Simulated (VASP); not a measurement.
A run of VASP 6.6.1 is set up as follows.

INCAR

```
  PREC = Accurate
  ENCUT = 600
  EDIFF = 1E-6
  ISMEAR = 0
  SIGMA = 0.03
  LREAL = F
  LASPH = T
  NELM = 80
  ALGO = Normal
  ISIF = 3
  LWAVE = F
  LCHARG = F
  GGA = PS
  IBRION = 2
  NSW = 90
  EDIFFG = -0.01
  KPAR = 4
```

KPOINTS

```
Automatic mesh
0
Gamma
  10 10 10
```

Contents of POSCAR:

```
SiC
1.0
    0.0000000000      2.1790000000      2.1790000000
    2.1790000000      0.0000000000      2.1790000000
    2.1790000000      2.1790000000      0.0000000000
Si C
1 1
Direct
    0.0000000000      0.0000000000      0.0000000000
    0.2500000000      0.2500000000      0.2500000000
```

Potentials or basis: VASP PAW PBE potentials, release 64 (Si, C).

Launch:

```bash
$ cat potpaw_PBE.64/Si/POTCAR potpaw_PBE.64/C/POTCAR > POTCAR
$ mpirun -np 4 vasp_std > vasp.out
```

Question: What does it give for the band gap on the k mesh?

Answer: 1.23 eV, indirect (least direct gap 4.44 eV).

Final structure:
```
CELL_PARAMETERS angstrom
0.00000 2.17900 2.17900
2.17900 0.00000 2.17900
2.17900 2.17900 0.00000
ATOMIC_POSITIONS crystal
Si 0.00000 0.00000 0.00000
C 0.25000 0.25000 0.25000
```

Caveat: the relaxation stopped at its first step, so nothing moved. A hybrid or GW would open this gap; PBEsol tends to underestimate it.
